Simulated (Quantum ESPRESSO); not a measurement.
# HfN (F-43m) in Quantum ESPRESSO: notebook

Runs on HfN. Level: PBEsol. Tasks: single point, equation of state.

Everything below comes from runs of Quantum ESPRESSO 7.5. Logs are shortened: lines on timing, memory, paths and dates and some standing lists are left out, and cuts for length are marked.

## 1. The structure

It takes space group F-43m (No. 216, cubic). Conventional cell: a = 4.910 Å, b = 4.910 Å, c = 4.910 Å, α = 90.00°, β = 90.00°, γ = 90.00°. Around Hf (site symmetry -43m) lie 4 N at 2.13 Å. Around N (site symmetry -43m) lie 4 Hf at 2.13 Å.

The cell comes from a database or a generator and needn't be the stable form of this composition.

## 2. Single point, PBEsol, 13.91 Å³/atom

Input file pw.in:

```
&CONTROL
  calculation = 'scf'
  prefix = 'pwscf'
  outdir = './tmp'
  pseudo_dir = './pseudo'
  tstress = .true.
  disk_io = 'nowf'
/
&SYSTEM
  ibrav = 0
  nat = 2
  ntyp = 2
  ecutwfc = 45
  ecutrho = 360
  nbnd = 15
  occupations = 'smearing'
  smearing = 'fd'
  degauss = 0.00367493
/
&ELECTRONS
  conv_thr = 4d-10
  electron_maxstep = 120
  mixing_beta = 0.5
/
ATOMIC_SPECIES
Hf   178.4900 hf_pbesol_v1.uspp.F.UPF
N     14.0070 n_pbesol_v1.2.uspp.F.UPF
CELL_PARAMETERS angstrom
   0.0000000000    2.4047095306    2.4047095306
   2.4047095306    0.0000000000    2.4047095306
   2.4047095306    2.4047095306    0.0000000000
ATOMIC_POSITIONS crystal
Hf     0.0000000000    0.0000000000    0.0000000000
N      0.2500000000    0.2500000000    0.2500000000
K_POINTS automatic
9 9 9 0 0 0
```

Potentials or basis: GBRV 1.5 PBEsol.

Run with:

```console
$ OMP_NUM_THREADS=1 mpirun -n 2 pw.x -nk 2 -in pw.in > pw.out
```

pw.out:

```text
This program is part of the open-source Quantum ESPRESSO suite
     for quantum simulation of materials; please cite
[... 6 lines left out ...]
     using ibrav=0 with symmetry is DISCOURAGED, use correct ibrav instead

     K-points division:     npool     =       2
     Subspace diagonalization in iterative solution of the eigenvalue problem:
     a serial algorithm will be used

     G-vector sticks info
     --------------------
     sticks:   dense  smooth     PW     G-vecs:    dense   smooth      PW
     Sum        1027     511    163                21595     7727    1411

     Using Slab Decomposition

     bravais-lattice index     =            0
     lattice parameter (alat)  =       6.4265  a.u.
     unit-cell volume          =     187.6785 (a.u.)^3
     number of atoms/cell      =            2
     number of atomic types    =            2
     number of electrons       =        17.00
     number of Kohn-Sham states=           15
     kinetic-energy cutoff     =      45.0000  Ry
     charge density cutoff     =     360.0000  Ry
     scf convergence threshold =      4.0E-10
     mixing beta               =       0.5000
     number of iterations used =            8  plain     mixing
     Exchange-correlation= SLA  PW   PSX  PSC
                           (   1   4  10   8   0   0   0)

     celldm(1)=   6.426529  celldm(2)=   0.000000  celldm(3)=   0.000000
     celldm(4)=   0.000000  celldm(5)=   0.000000  celldm(6)=   0.000000

     crystal axes: (cart. coord. in units of alat)
               a(1) = (   0.000000   0.707107   0.707107 )
               a(2) = (   0.707107   0.000000   0.707107 )
               a(3) = (   0.707107   0.707107   0.000000 )

     reciprocal axes: (cart. coord. in units 2 pi/alat)
               b(1) = ( -0.707107  0.707107  0.707107 )
               b(2) = (  0.707107 -0.707107  0.707107 )
               b(3) = (  0.707107  0.707107 -0.707107 )

     PseudoPot. # 1 for Hf read from file:
     hf_pbesol_v1.uspp.F.UPF
     Pseudo is Ultrasoft + core correction, Zval = 12.0
     Generated by new atomic code, or converted to UPF format
     Using radial grid of  921 points,  8 beta functions with:
                l(1) =   0
                l(2) =   0
                l(3) =   0
                l(4) =   1
                l(5) =   1
                l(6) =   2
                l(7) =   2
                l(8) =   3
     Q(r) pseudized with  6 coefficients,  rinner =    1.200   1.200   1.200
                                                       1.200   1.200   1.200
                                                       1.200

     PseudoPot. # 2 for N  read from file:
     n_pbesol_v1.2.uspp.F.UPF
     Pseudo is Ultrasoft + core correction, Zval =  5.0
     Generated by new atomic code, or converted to UPF format
     Using radial grid of  729 points,  4 beta functions with:
                l(1) =   0
                l(2) =   0
                l(3) =   1
                l(4) =   1
     Q(r) pseudized with  8 coefficients,  rinner =    0.900   0.900   0.900

     atomic species   valence    mass     pseudopotential
     Hf               12.00   178.49000     Hf( 1.00)
     N                 5.00    14.00700     N ( 1.00)

     24 Sym. Ops. (no inversion) found

   Cartesian axes

     site n.     atom                  positions (alat units)
         1        Hf     tau(   1) = (   0.0000000   0.0000000   0.0000000  )
         2        N      tau(   2) = (   0.3535534   0.3535534   0.3535534  )

     number of k points=    35  Fermi-Dirac smearing, width (Ry)=  0.0037
                       cart. coord. in units 2pi/alat
        k(    1) = (   0.0000000   0.0000000   0.0000000), wk =   0.0027435
        k(    2) = (   0.0785674   0.0785674  -0.0785674), wk =   0.0219479
        k(    3) = (   0.1571348   0.1571348  -0.1571348), wk =   0.0219479
        k(    4) = (   0.2357023   0.2357023  -0.2357023), wk =   0.0219479
        k(    5) = (   0.3142697   0.3142697  -0.3142697), wk =   0.0219479
        k(    6) = (   0.1571348   0.0000000  -0.0000000), wk =   0.0164609
[... 27 lines left out ...]
        k(   34) = (  -0.0000000  -0.4714045   0.6285394), wk =   0.0658436
        k(   35) = (  -0.0785674  -0.3928371   0.7071068), wk =   0.0658436

     Dense  grid:    21595 G-vectors     FFT dimensions: (  40,  40,  40)

     Smooth grid:     7727 G-vectors     FFT dimensions: (  27,  27,  27)

     Check: negative core charge=   -0.000001

     Initial potential from superposition of free atoms

     starting charge      15.0000, renormalised to      17.0000

     negative rho (up, down):  1.212E-01 0.000E+00
     Starting wfcs are   17 randomized atomic wfcs

     Self-consistent Calculation

     iteration #  1     ecut=    45.00 Ry     beta= 0.50
     Davidson diagonalization with overlap
     ethr =  1.00E-02,  avg # of iterations =  2.9

     negative rho (up, down):  1.120E-01 0.000E+00

     total energy              =    -178.58770227 Ry
     estimated scf accuracy    <       1.56882676 Ry

     iteration #  2     ecut=    45.00 Ry     beta= 0.50
     Davidson diagonalization with overlap
     ethr =  9.23E-03,  avg # of iterations =  2.0

     negative rho (up, down):  1.116E-01 0.000E+00

     total energy              =    -178.78370350 Ry
     estimated scf accuracy    <       0.35788166 Ry

     iteration #  3     ecut=    45.00 Ry     beta= 0.50
     Davidson diagonalization with overlap
     ethr =  2.11E-03,  avg # of iterations =  2.0

     negative rho (up, down):  1.123E-01 0.000E+00

     total energy              =    -178.84743022 Ry
     estimated scf accuracy    <       0.04158453 Ry

     iteration #  4     ecut=    45.00 Ry     beta= 0.50
     Davidson diagonalization with overlap
     ethr =  2.45E-04,  avg # of iterations =  2.1

     negative rho (up, down):  1.134E-01 0.000E+00

     total energy              =    -178.85552737 Ry
     estimated scf accuracy    <       0.00091948 Ry

     iteration #  5     ecut=    45.00 Ry     beta= 0.50
     Davidson diagonalization with overlap
     ethr =  5.41E-06,  avg # of iterations =  2.7

     negative rho (up, down):  1.135E-01 0.000E+00

     total energy              =    -178.85563557 Ry
     estimated scf accuracy    <       0.00013978 Ry
[... 10 lines left out ...]
     iteration #  7     ecut=    45.00 Ry     beta= 0.50
     Davidson diagonalization with overlap
     ethr =  3.10E-09,  avg # of iterations =  3.3

     negative rho (up, down):  1.134E-01 0.000E+00

     total energy              =    -178.85565581 Ry
     estimated scf accuracy    <       0.00000063 Ry

     iteration #  8     ecut=    45.00 Ry     beta= 0.50
     Davidson diagonalization with overlap
     ethr =  3.10E-09,  avg # of iterations =  2.0

     negative rho (up, down):  1.134E-01 0.000E+00

     total energy              =    -178.85565584 Ry
     estimated scf accuracy    <       0.00000005 Ry

     iteration #  9     ecut=    45.00 Ry     beta= 0.50
     Davidson diagonalization with overlap
     ethr =  2.77E-10,  avg # of iterations =  2.0

     negative rho (up, down):  1.134E-01 0.000E+00

     total energy              =    -178.85565585 Ry
     estimated scf accuracy    <          1.3E-09 Ry

     iteration # 10     ecut=    45.00 Ry     beta= 0.50
     Davidson diagonalization with overlap
     ethr =  7.72E-12,  avg # of iterations =  2.0

     negative rho (up, down):  1.134E-01 0.000E+00

     End of self-consistent calculation

          k = 0.0000 0.0000 0.0000 (   941 PWs)   bands (ev):

   -47.3948 -15.9958 -15.9958 -15.9958  -1.6096   9.0360   9.0360   9.0360
    14.2091  17.1596  17.1596  21.7773  21.7773  21.7773  28.7366

          k = 0.0786 0.0786-0.0786 (   944 PWs)   bands (ev):

   -47.3915 -16.0719 -16.0053 -16.0053  -1.4431   8.7868   9.1331   9.1331
    14.8639  16.9432  16.9432  21.4449  22.1112  22.1112  26.8100

          k = 0.1571 0.1571-0.1571 (   947 PWs)   bands (ev):

   -47.3830 -16.2589 -16.0293 -16.0293  -1.0445   8.4788   9.3581   9.3581
    16.1471  16.7058  16.7058  20.8854  22.3782  22.3782  24.2929

          k = 0.2357 0.2357-0.2357 (   956 PWs)   bands (ev):

   -47.3733 -16.4621 -16.0564 -16.0564  -0.6410   8.5549   9.5653   9.5653
    16.7871  16.9330  16.9330  20.1739  21.7233  21.7233  23.3698

          k = 0.3143 0.3143-0.3143 (   963 PWs)   bands (ev):

   -47.3669 -16.5899 -16.0740 -16.0740  -0.4128   8.8695   9.6657   9.6657
    16.5314  17.5518  17.5518  19.3063  20.6525  20.6525  24.5306

          k = 0.1571 0.0000-0.0000 (   937 PWs)   bands (ev):

   -47.3904 -16.0736 -16.0202 -16.0202  -1.3872   8.6159   9.2219   9.2219
    15.0636  16.3948  17.3484  21.8945  21.8945  21.9867  27.3694

          k = 0.2357 0.0786-0.0786 (   946 PWs)   bands (ev):

   -47.3836 -16.2128 -16.0482 -16.0408  -1.0648   8.3150   9.4173   9.4602
    15.6745  16.3251  17.4022  21.2909  22.0178  22.5245  25.3271

          k = 0.3143 0.1571-0.1571 (   956 PWs)   bands (ev):

   -47.3743 -16.4016 -16.0763 -16.0730  -0.6626   8.3345   9.5801   9.7002
    15.7002  17.0563  17.5552  20.6606  21.5113  22.4691  23.7693

          k = 0.3928 0.2357-0.2357 (   956 PWs)   bands (ev):

   -47.3668 -16.5459 -16.1074 -16.0911  -0.3807   8.7180   9.6235   9.8215
    15.9635  16.9687  17.8637  20.1367  20.6049  21.7318  24.3122

          k =-0.2357-0.3928 0.3928 (   957 PWs)   bands (ev):
[... 79 lines left out ...]
          k = 0.3143 0.1571-0.0000 (   950 PWs)   bands (ev):

   -47.3764 -16.3253 -16.1134 -16.0573  -0.7398   8.1657   9.6316   9.7090
    15.2780  17.0937  17.6398  20.8474  21.8690  22.5990  24.8113

          k = 0.3928 0.2357-0.0786 (   955 PWs)   bands (ev):

   -47.3682 -16.4548 -16.1712 -16.0858  -0.4019   8.4046   9.6273   9.9889
    15.3227  16.8807  17.9092  20.8111  21.4337  22.3585  24.3414

          k =-0.2357-0.3928 0.5500 (   954 PWs)   bands (ev):

   -47.3629 -16.5398 -16.2006 -16.1098  -0.2045   8.9192   9.4398  10.1628
    15.1230  16.7392  17.9188  20.7673  21.2504  21.8239  25.0045

          k = 0.4714 0.1571-0.0000 (   951 PWs)   bands (ev):

   -47.3650 -16.4710 -16.1875 -16.1361  -0.2611   7.9368  10.0749  10.4401
    14.2989  17.2887  18.4541  20.9959  21.3543  22.1835  25.6484

          k =-0.1571-0.4714 0.6285 (   960 PWs)   bands (ev):

   -47.3600 -16.5122 -16.2550 -16.1570  -0.0714   8.3604   9.8943  10.6954
    14.1616  16.6025  18.3876  20.7418  21.5863  23.0347  25.6745

          k =-0.0786-0.3928 0.5500 (   957 PWs)   bands (ev):

   -47.3589 -16.5014 -16.3039 -16.1496  -0.0289   8.8989   9.4934  10.6775
    14.0148  16.6010  18.0259  21.0363  21.6261  23.3227  25.5947

          k = 0.0000-0.3143 0.4714 (   953 PWs)   bands (ev):

   -47.3621 -16.4792 -16.2740 -16.1183  -0.1525   8.8426   9.3663  10.3866
    14.7635  16.3295  18.0953  21.2034  21.8677  22.4755  24.9312

          k =-0.0786-0.5500 0.7071 (   969 PWs)   bands (ev):

   -47.3576 -16.5547 -16.2344 -16.1952   0.0188   7.8702  10.5553  11.0413
    13.6585  16.7599  18.7504  20.1659  20.9850  24.4527  26.9703

          k =-0.0000-0.4714 0.6285 (   961 PWs)   bands (ev):

   -47.3568 -16.5211 -16.2986 -16.1873   0.0534   8.3283  10.1496  11.0383
    13.4967  16.5732  18.3639  20.4660  21.5363  25.2279  25.9279

          k =-0.0786-0.3928 0.7071 (   959 PWs)   bands (ev):

   -47.3572 -16.4935 -16.3135 -16.1923   0.0449   8.7752   9.5539  11.0573
    13.5999  16.3068  18.5629  20.4765  21.8330  24.6765  26.0456

     the Fermi energy is    14.7907 ev

!    total energy              =    -178.85565585 Ry
     estimated scf accuracy    <          3.1E-11 Ry
     smearing contrib. (-TS)   =      -0.00035924 Ry
     internal energy E=F+TS    =    -178.85529661 Ry

     The total energy is F=E-TS. E is the sum of the following terms:
     one-electron contribution =     -21.24449432 Ry
     hartree contribution      =      19.01085223 Ry
     xc contribution           =     -80.77795540 Ry
     ewald contribution        =     -95.84369913 Ry

     convergence has been achieved in  10 iterations

     Computing stress (Cartesian axis) and pressure

     negative rho (up, down):  1.134E-01 0.000E+00
          total   stress  (Ry/bohr**3)                   (kbar)     P=       78.31
   0.00053237   0.00000000   0.00000000           78.31        0.00        0.00
   0.00000000   0.00053237   0.00000000            0.00       78.31        0.00
   0.00000000   0.00000000   0.00053237            0.00        0.00       78.31

=------------------------------------------------------------------------------=
   JOB DONE.
=------------------------------------------------------------------------------=
```

It took 7.5 s on 2 MPI ranks of Intel Xeon 6975P-C (Granite Rapids), shared host; peak memory 0.26 GiB.

Results:

```
Free energy            : -2433.4552 eV
Pressure               : 7.8 GPa
Band gap on the k mesh : none (metal or under the smearing width)
```

## 3. Single point, PBEsol, 14.20 Å³/atom

Edit pw.in of step 2 so:

```diff
@@ -28,5 +28,5 @@
 CELL_PARAMETERS angstrom
-   0.0000000000    2.4047095306    2.4047095306
-   2.4047095306    0.0000000000    2.4047095306
-   2.4047095306    2.4047095306    0.0000000000
+   0.0000000000    2.4216446627    2.4216446627
+   2.4216446627    0.0000000000    2.4216446627
+   2.4216446627    2.4216446627    0.0000000000
 ATOMIC_POSITIONS crystal
```

Potentials or basis: GBRV 1.5 PBEsol.

Run with:

```console
$ OMP_NUM_THREADS=1 mpirun -n 2 pw.x -nk 2 -in pw.in > pw.out
```

Run time: 6.6 s. Hardware: 2 MPI ranks of Intel Xeon 6975P-C (Granite Rapids), shared host; peak memory 0.28 GiB.

It converged, with:

```yaml
Free_energy: -2433.4759 eV
Pressure: 3.0 GPa
Band_gap_on_the_k_mesh: none (metal or under the smearing width)
```

## 4. Single point, PBEsol, 14.50 Å³/atom

Edit pw.in of step 3 so:

```diff
@@ -28,5 +28,5 @@
 CELL_PARAMETERS angstrom
-   0.0000000000    2.4216446627    2.4216446627
-   2.4216446627    0.0000000000    2.4216446627
-   2.4216446627    2.4216446627    0.0000000000
+   0.0000000000    2.4383461881    2.4383461881
+   2.4383461881    0.0000000000    2.4383461881
+   2.4383461881    2.4383461881    0.0000000000
 ATOMIC_POSITIONS crystal
```

Run with:

```console
$ OMP_NUM_THREADS=1 mpirun -n 2 pw.x -nk 2 -in pw.in > pw.out
```

It took 7.2 s on 2 MPI ranks of Intel Xeon 6975P-C (Granite Rapids), shared host; peak memory 0.28 GiB.

The run converged. Its results:

```
Free energy            : -2433.4800 eV
Pressure               : -1.3 GPa
Band gap on the k mesh : none (metal or under the smearing width)
```

## 5. Single point, PBEsol, 14.79 Å³/atom

Edit pw.in of step 4 so:

```diff
@@ -28,5 +28,5 @@
 CELL_PARAMETERS angstrom
-   0.0000000000    2.4383461881    2.4383461881
-   2.4383461881    0.0000000000    2.4383461881
-   2.4383461881    2.4383461881    0.0000000000
+   0.0000000000    2.4548220000    2.4548220000
+   2.4548220000    0.0000000000    2.4548220000
+   2.4548220000    2.4548220000    0.0000000000
 ATOMIC_POSITIONS crystal
```

Run with:

```console
$ OMP_NUM_THREADS=1 mpirun -n 2 pw.x -nk 2 -in pw.in > pw.out
```

Run time: 7.3 s. Hardware: 2 MPI ranks of Intel Xeon 6975P-C (Granite Rapids), shared host; peak memory 0.28 GiB.

The run converged. Its results:

| Quantity | Value |
| --- | --- |
| Free energy | -2433.4689 eV |
| Pressure | -5.1 GPa |
| Band gap on the k mesh | none (metal or under the smearing width) |

## 6. Single point, PBEsol, 15.09 Å³/atom

Edit pw.in of step 5 so:

```diff
@@ -28,5 +28,5 @@
 CELL_PARAMETERS angstrom
-   0.0000000000    2.4548220000    2.4548220000
-   2.4548220000    0.0000000000    2.4548220000
-   2.4548220000    2.4548220000    0.0000000000
+   0.0000000000    2.4710795731    2.4710795731
+   2.4710795731    0.0000000000    2.4710795731
+   2.4710795731    2.4710795731    0.0000000000
 ATOMIC_POSITIONS crystal
```

Potentials or basis: GBRV 1.5 PBEsol.

Run with:

```console
$ OMP_NUM_THREADS=1 mpirun -n 2 pw.x -nk 2 -in pw.in > pw.out
```

Wall time 6.8 s (2 MPI ranks of Intel Xeon 6975P-C (Granite Rapids), shared host); peak memory 0.28 GiB.

It converged, with:

```yaml
Free_energy: -2433.4441 eV
Pressure: -8.7 GPa
Band_gap_on_the_k_mesh: none (metal or under the smearing width)
```

## 7. Single point, PBEsol, 15.38 Å³/atom

Edit pw.in of step 6 so:

```diff
@@ -28,5 +28,5 @@
 CELL_PARAMETERS angstrom
-   0.0000000000    2.4710795731    2.4710795731
-   2.4710795731    0.0000000000    2.4710795731
-   2.4710795731    2.4710795731    0.0000000000
+   0.0000000000    2.4871259940    2.4871259940
+   2.4871259940    0.0000000000    2.4871259940
+   2.4871259940    2.4871259940    0.0000000000
 ATOMIC_POSITIONS crystal
```

Run with:

```console
$ OMP_NUM_THREADS=1 mpirun -n 2 pw.x -nk 2 -in pw.in > pw.out
```

Wall time 8.4 s (2 MPI ranks of Intel Xeon 6975P-C (Granite Rapids), shared host); peak memory 0.28 GiB.

Results (log left out):

```yaml
Free_energy: -2433.4069 eV
Pressure: -11.8 GPa
Band_gap_on_the_k_mesh: none (metal or under the smearing width)
```

## 8. Single point, PBEsol, 15.68 Å³/atom

Edit pw.in of step 7 so:

```diff
@@ -28,5 +28,5 @@
 CELL_PARAMETERS angstrom
-   0.0000000000    2.4871259940    2.4871259940
-   2.4871259940    0.0000000000    2.4871259940
-   2.4871259940    2.4871259940    0.0000000000
+   0.0000000000    2.5029679880    2.5029679880
+   2.5029679880    0.0000000000    2.5029679880
+   2.5029679880    2.5029679880    0.0000000000
 ATOMIC_POSITIONS crystal
```

Run with:

```console
$ OMP_NUM_THREADS=1 mpirun -n 2 pw.x -nk 2 -in pw.in > pw.out
```

Run time: 7.6 s. Hardware: 2 MPI ranks of Intel Xeon 6975P-C (Granite Rapids), shared host; peak memory 0.28 GiB.

Results (log left out):

```yaml
Free_energy: -2433.3587 eV
Pressure: -14.7 GPa
Band_gap_on_the_k_mesh: none (metal or under the smearing width)
```

## 9. Equation of state, PBEsol

Potentials or basis: GBRV 1.5 PBEsol.

This step only gathers the single runs of the series.

What came out:

* Equilibrium volume: 14.42 Å³/atom
* Bulk modulus: 205 GPa
* Pressure derivative of the bulk modulus: 4.0

Energy against volume, from the lowest point:
```tsv
volume (Å³/atom)	energy (meV/atom)
13.906	12.42
14.201	2.06
14.497	0.00
14.793	5.58
15.089	17.97
15.385	36.54
15.681	60.65
```

The run has no spin-orbit coupling, so splittings on Hf are missing.
